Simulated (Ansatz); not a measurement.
The system is Ca.

```
CELL_PARAMETERS angstrom
-2.20520 2.20520 2.19611
2.20520 -2.20520 2.19611
2.20520 2.20520 -2.19611
ATOMIC_POSITIONS crystal
Ca 0.50000 0.50000 0.00000
```

This isn't the form of Ca at room conditions, which is fcc.

```yaml
Program: Ansatz 0.2.0
Task: relaxation of cell and atoms
Functional: HSE06
Potentials_or_basis: Ansatz PAW earlier set
Cutoff: "520 eV (not typed: the program's choice for these potentials)"
k_mesh: 6 × 6 × 6
Occupations: gaussian, width 0.025 eV
Spin: no spin polarisation
```

At the start: volume 42.72 Å³/atom.

**Question.** Where does the relaxation end?

**Answer.** It ends after 4 steps and the volume is 44.41 Å³/atom (+4.0 %); space group Im-3m (No. 229, to 0.05 Å).

The path:
```csv
step,energy change (eV),largest force (eV/Å),volume (Å³)
1,0.0000,0.0000,42.72
2,-0.0029,0.0000,43.55
3,-0.0040,0.0000,44.41
4,-0.0040,0.0000,44.41
```

Final structure:
```
CELL_PARAMETERS angstrom
-2.23437 2.23437 2.22395
2.23437 -2.23437 2.22395
2.23437 2.23437 -2.22395
ATOMIC_POSITIONS crystal
Ca 0.50000 0.50000 0.00000
```

Caveat: the plane-wave basis is chosen anew once the cell has moved, so the energies of steps on either side of that aren't comparable; the PAW data sets come from PBE, with cores solved anew for the run's functional, which leaves a small shift of forces and pressure.
